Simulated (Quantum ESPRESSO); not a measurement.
VO2 under changes of volume

One of the cells (10.308 Å³/atom); the others are scaled copies at fixed shape and fractional positions:

```xyz
6
Lattice="4.5072 0.0000 0.0000 0.0000 4.5072 0.0000 0.0000 0.0000 3.0444" Properties=species:S:1:pos:R:3 pbc="T T T"
V     2.2536    2.2536    1.5222
V     0.0000    0.0000    0.0000
O     0.9031    3.6041    1.5222
O     3.6041    0.9031    1.5222
O     3.1567    3.1567    0.0000
O     1.3505    1.3505    0.0000
```

The cell is a database's computed one.

- Program: Quantum ESPRESSO 7.5
- Functional: PBE
- Potentials or basis: GBRV 1.5 PBE
- Cutoff: 612 eV
- Density cutoff: 4898 eV
- k mesh: 5 × 5 × 8
- Occupations: fermi-dirac, width 0.05 eV
- Spin: collinear spin, ferromagnetic start
- Starting moments: [2.0, 2.0, 0.0, 0.0, 0.0, 0.0] μB

```csv
volume (Å³/atom),energy over the lowest point (meV/atom),pressure (GPa),largest force (eV/Å)
9.689,3.90,5.7,0.254
9.896,0.00,0.4,0.259
10.102,2.62,-4.4,0.264
10.308,11.07,-8.7,0.268
10.514,24.69,-12.5,0.270
10.720,?,?,?
10.926,65.31,-18.9,0.274
```

Task: What does the run at 10.720 Å³/atom give?

Result: Energy over the lowest point 42.95 meV/atom; pressure -15.9 GPa; largest force 0.273 eV/Å.

Worked out: A Birch-Murnaghan fit of order 3 (a polynomial in V^(-2/3)) to the other rows has its minimum at 9.91 Å³/atom with B0 = V·E''(V) = 241 GPa and B' = 4.5 at fixed shape and positions, which overstates the stiffness. It gives 42.94 meV/atom at 10.720 Å³/atom, against the run's 42.95, and -dE/dV = -15.9 GPa, against -15.9.

Energies are extrapolated to zero smearing.
